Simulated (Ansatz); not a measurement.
HfC:

```
CELL_PARAMETERS angstrom
0.00000 2.32500 2.32500
2.32500 0.00000 2.32500
2.32500 2.32500 0.00000
ATOMIC_POSITIONS crystal
Hf 0.50000 0.50000 0.50000
C 0.00000 0.00000 0.00000
```

```yaml
Program: Ansatz 0.2.0
Task: relaxation of cell and atoms
Functional: RPBE
Potentials_or_basis: Ansatz PAW
Cutoff: "420 eV (not typed: the program's choice for these potentials)"
k_mesh: 10 × 10 × 10
Occupations: fermi-dirac, width 0.05 eV
Spin: no spin polarisation
```

At the start: volume 12.57 Å³/atom.

Task: Where does the relaxation end?

Result: It ends after 5 steps and the volume is 12.80 Å³/atom (+1.9 %); space group Fm-3m (No. 225, to 0.05 Å).

Step by step:
```
step  energy change (eV)  largest force (eV/Å)  volume (Å³)
   1              0.0000                0.0000        25.14
   2             -0.0020                0.0000        25.94
   3             -0.0055                0.0000        25.61
   4             -0.0055                0.0000        25.60
   5             -0.0062                0.0000        25.60
```

Final structure:
```xyz
2
Lattice="0.0000 2.3393 2.3393 2.3393 0.0000 2.3393 2.3393 2.3393 0.0000" Properties=species:S:1:pos:R:3 pbc="T T T"
Hf    2.3393    2.3393    2.3393
C     0.0000    0.0000    0.0000
```

Caveat: the plane-wave basis is chosen anew once the cell has moved, so the energies of steps on either side of that aren't comparable; the PAW data sets come from PBE, with cores solved anew for the run's functional, which leaves a small shift of forces and pressure.
